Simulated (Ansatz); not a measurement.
# YZr7O16: the cost of one run

Method: DFT PBEsol, scalar-relativistic, plane waves, PAW, in Ansatz 0.2.0.

3 further runs of the same task are left out: 3 set aside as unsound or not needed. Runs told in other sessions of the task aren't counted.

**1. The starting structure**

The cell holds 24 atoms (O16YZr7): a = 6.728 Å, b = 7.311 Å, c = 7.311 Å, α = 90.92°, β = 116.26°, γ = 116.26°.

Structure file:

```cif
data_structure
_symmetry_space_group_name_H-M 'P 1'
_symmetry_Int_Tables_number 1
_cell_length_a 6.7282
_cell_length_b 7.3113
_cell_length_c 7.3113
_cell_angle_alpha 90.920
_cell_angle_beta 116.257
_cell_angle_gamma 116.257
_cell_volume 279.06
loop_
_atom_site_label
_atom_site_type_symbol
_atom_site_fract_x
_atom_site_fract_y
_atom_site_fract_z
_atom_site_occupancy
Y1 Y 0.79061 0.01228 0.05552 1
Zr1 Zr 0.79061 0.51228 0.55552 1
Zr2 Zr 0.29061 0.55552 0.01228 1
Zr3 Zr 0.29061 0.05552 0.51228 1
Zr4 Zr 0.70939 0.94448 0.48772 1
Zr5 Zr 0.70939 0.44448 0.98772 1
Zr6 Zr 0.20939 0.48772 0.44448 1
Zr7 Zr 0.20939 0.98772 0.94448 1
O1 O 0.84125 0.96733 0.80390 1
O2 O 0.84125 0.46733 0.30390 1
O3 O 0.34125 0.80390 0.46733 1
O4 O 0.34125 0.30390 0.96733 1
O5 O 0.02034 0.36334 0.10562 1
O6 O 0.02034 0.86334 0.60562 1
O7 O 0.47966 0.89438 0.13666 1
O8 O 0.47966 0.39438 0.63666 1
O9 O 0.52034 0.60562 0.36334 1
O10 O 0.52034 0.10562 0.86334 1
O11 O 0.97966 0.13666 0.39438 1
O12 O 0.97966 0.63666 0.89438 1
O13 O 0.65875 0.69610 0.03267 1
O14 O 0.65875 0.19610 0.53267 1
O15 O 0.15875 0.53267 0.69610 1
O16 O 0.15875 0.03267 0.19610 1
```

The host was relaxed before at PBEsol: a = 5.128 Å, b = 5.211 Å, c = 5.295 Å, α = 90.00°, β = 99.62°, γ = 90.00° (conventional cell), 11.628 Å³/atom.

Places, in fractions of the supercell: Y in place of Zr at (0.791, 0.012, 0.056). The start keeps the symmetry of the ideal site.

Earlier runs gave the host's free energy in this supercell, -42046.178 eV, the gap of its unit cell over the zone, 3.59 eV, and ε0 = 20.55.

**2. Charge 0, atoms relaxed**

input.yaml

```yaml
crystal:
  lattice:
    - [4.2511900154, 0.0, 5.2149601227]
    - [-5.1282114575, 5.2112568418, 0.0073775763]
    - [-5.1282114575, -5.2112568418, 0.0073775763]
  atoms:
    - { symbol: "Y", position: [0.7906129401, 0.0122793711, 0.0555229097], spin: 0.125 }
    - { symbol: Zr, position: [0.7906129401, 0.5122793711, 0.5555229097] }
    - { symbol: Zr, position: [0.2906129401, 0.5555229097, 0.0122793711] }
    - { symbol: Zr, position: [0.2906129401, 0.0555229097, 0.5122793711] }
    - { symbol: Zr, position: [0.7093870599, 0.9444770903, 0.4877206289] }
    - { symbol: Zr, position: [0.7093870599, 0.4444770903, 0.9877206289] }
    - { symbol: Zr, position: [0.2093870599, 0.4877206289, 0.4444770903] }
    - { symbol: Zr, position: [0.2093870599, 0.9877206289, 0.9444770903] }
    - { symbol: O, position: [0.8412524397, 0.9673300269, 0.8038961836], spin: 0.125 }
    - { symbol: O, position: [0.8412524397, 0.4673300269, 0.3038961836] }
    - { symbol: O, position: [0.3412524397, 0.8038961836, 0.4673300269] }
    - { symbol: O, position: [0.3412524397, 0.3038961836, 0.9673300269] }
    - { symbol: O, position: [0.0203441973, 0.3633429517, 0.105615859], spin: 0.125 }
    - { symbol: O, position: [0.0203441973, 0.8633429517, 0.605615859] }
    - { symbol: O, position: [0.4796558027, 0.894384141, 0.1366570483], spin: 0.125 }
    - { symbol: O, position: [0.4796558027, 0.394384141, 0.6366570483] }
    - { symbol: O, position: [0.5203441973, 0.605615859, 0.3633429517] }
    - { symbol: O, position: [0.5203441973, 0.105615859, 0.8633429517], spin: 0.125 }
    - { symbol: O, position: [0.9796558027, 0.1366570483, 0.394384141], spin: 0.125 }
    - { symbol: O, position: [0.9796558027, 0.6366570483, 0.894384141] }
    - { symbol: O, position: [0.6587475603, 0.6961038164, 0.0326699731], spin: 0.125 }
    - { symbol: O, position: [0.6587475603, 0.1961038164, 0.5326699731] }
    - { symbol: O, position: [0.1587475603, 0.5326699731, 0.6961038164] }
    - { symbol: O, position: [0.1587475603, 0.0326699731, 0.1961038164], spin: 0.125 }
  host:
    lattice:
      - [5.1282114575, 0.0, -0.0073775763]
      - [0.0, 5.2112568418, 0.0]
      - [-0.877021442, 0.0, 5.222337699]
    atoms:
      - { symbol: Zr, position: [0.7228106593, 0.9567564613, 0.7906129401] }
      - { symbol: Zr, position: [0.7228106593, 0.5432435387, 0.2906129401] }
      - { symbol: Zr, position: [0.2771893407, 0.4567564613, 0.7093870599] }
      - { symbol: Zr, position: [0.2771893407, 0.0432435387, 0.2093870599] }
      - { symbol: O, position: [0.0700262292, 0.1634338433, 0.8412524397] }
      - { symbol: O, position: [0.0700262292, 0.3365661567, 0.3412524397] }
      - { symbol: O, position: [0.5513853866, 0.2577270926, 0.0203441973] }
      - { symbol: O, position: [0.4486146134, 0.7577270926, 0.4796558027] }
      - { symbol: O, position: [0.5513853866, 0.2422729074, 0.5203441973] }
      - { symbol: O, position: [0.4486146134, 0.7422729074, 0.9796558027] }
      - { symbol: O, position: [0.9299737708, 0.6634338433, 0.6587475603] }
      - { symbol: O, position: [0.9299737708, 0.8365661567, 0.1587475603] }
basis:
  ecutwfc: 420
  xc_grid: 2
kpoints:
  mp_grid: { grid: [2, 2, 2], shift: [0.5, 0.5, 0.5] }
hamiltonian:
  xc: pbesol
scf:
  occupations: { method: gaussian, width: 0.02 }
  lower_state_search: "off"
output:
  forces: true
  stress: false
  eigenvalues: true
  populations: true
  charged_corrections:
    defect_position: [0.79061294, 0.01227937, 0.05552291]
    epsilon: [[23.2215, 0.0, 1.1992], [0.0, 21.386, 0.0], [1.1992, 0.0, 17.0449]]
  write_density: true
  write_potential: true
  elf: true
  volumetric_format: npy
magnetization:
  spin_polarized: true
relax:
  adjacent_minimum: "off"
  f_tol: 0.03
  max_steps: 40
```

On the command line:

```
$ ansatz run input.yaml --threads 8 --pin off --max-ram 16384MiB --backend cpu --events-out ev --progress --plain --runs-dir out
```

What time and memory should one allow on 8 threads of INTEL XEON PLATINUM 8581C at 2.10GHz (Emerald Rapids), shared host?

About 34 s, with a peak of 1.5 GiB.
